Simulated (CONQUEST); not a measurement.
Here is a CONQUEST 1.3 calculation.

The input Conquest_input:

```
IO.Title Bi
IO.Coordinates coords.dat
IO.FractionalAtomicCoords F
IO.Iprint 2
IO.Iprint_init 1
General.NumberOfSpecies 1
General.PseudopotentialType hamann
General.FunctionalType 102
General.DifferentFunctional T
AtomMove.TypeOfRun static
AtomMove.FullStress T
Grid.GridCutoff 100
DM.SolutionMethod diagon
Diag.MPMesh T
Diag.GammaCentred T
Diag.MPMeshX 4
Diag.MPMeshY 2
Diag.MPMeshZ 1
Diag.kT 0.00367493
minE.SCTolerance 1e-6
SC.MaxIters 100
IO.AtomChargeOutput T
SC.KerkerPreCondition T
SC.KerkerFactor 0.3
SC.LinearMixingFactor 0.3
IO.writeDOS T
IO.write_proj_DOS T
IO.DumpChargeDensity T
IO.DumpESPot T
%block ChemicalSpeciesLabel
1 208.980 Bi
%endblock
```

coords.dat

```
    8.5774674466     0.0000000000     0.0000000000
    0.0000000000    14.8566094174     0.0000000000
    0.0000000000     0.0000000000    73.0530325258
10
  0.0000000000   4.9522031342  58.8800865924 1 T T T
  4.2887337233  12.3805078429  58.8800865924 1 T T T
  0.0000000000   9.9044062833  47.7033014276 1 T T T
  4.2887337233   2.4761015745  47.7033014276 1 T T T
  0.0000000000   4.9522031342  36.5265162629 1 T T T
  4.2887337233  12.3805078429  36.5265162629 1 T T T
  0.0000000000   9.9044062833  25.3497310981 1 T T T
  4.2887337233   2.4761015745  25.3497310981 1 T T T
  0.0000000000   4.9522031342  14.1729459334 1 T T T
  4.2887337233  12.3805078429  14.1729459334 1 T T T
```

Contents of Conquest_input (lines added for PostProcessCQ):

```
Process.Job pdos
Process.min_DOS_E -0.7570
Process.max_DOS_E 0.2430
Process.sigma_DOS 0.003
Process.n_DOS 501
Process.pDOS_l_resolved T
```

Potentials or basis: PseudoDojo NC PBE, DZP, grid cutoff 100 Ha.

Launch:

```console
$ Conquest
$ PostProcessCQ   # after the lines are added to Conquest_input
```

Task: Predict the band gap on the k mesh.

Result: None (metal or under the smearing width).

States per cell in windows of 0.5 eV (zero at the Fermi level; states under -8 eV left out):
```csv
from (eV),total,Bi_p,Bi_d,Bi_s
-8.0,0.00,0.00,0.00,0.00
-7.5,0.00,0.00,0.00,0.00
-7.0,0.00,0.00,0.00,0.00
-6.5,0.00,0.00,0.00,0.00
-6.0,0.00,0.00,0.00,0.00
-5.5,0.00,0.00,0.00,0.00
-5.0,0.00,0.00,0.00,0.00
-4.5,0.00,0.00,0.00,0.00
-4.0,0.00,0.00,0.00,0.00
-3.5,0.00,0.00,0.00,0.00
-3.0,0.00,0.00,0.00,0.00
-2.5,0.00,0.00,0.00,0.00
-2.0,0.02,0.02,0.00,0.00
-1.5,4.44,4.42,0.01,0.00
-1.0,9.87,9.73,0.09,0.05
-0.5,14.28,14.05,0.20,0.03
0.0,15.19,15.04,0.12,0.03
0.5,9.34,9.21,0.13,0.00
1.0,5.99,5.94,0.04,0.00
1.5,0.88,0.88,0.00,0.00
2.0,0.00,0.00,0.00,0.00
2.5,0.00,0.00,0.00,0.00
3.0,0.00,0.00,0.00,0.00
3.5,0.00,0.00,0.00,0.00
4.0,0.00,0.00,0.00,0.00
4.5,0.00,0.00,0.00,0.00
5.0,0.00,0.00,0.00,0.00
5.5,0.00,0.00,0.00,0.00
6.0,0.78,0.00,0.75,0.03
6.5,2.98,0.00,2.88,0.10
7.0,5.17,0.01,5.08,0.08
7.5,11.22,0.29,10.73,0.19
```

Caveat: the k mesh is coarse (spacing up to 0.40 Å⁻¹), so the values aren't converged; spin-orbit coupling is left out, which moves the levels of the heavy elements; the basis of atomic orbitals isn't converged, which shifts pressures, moduli and gaps.
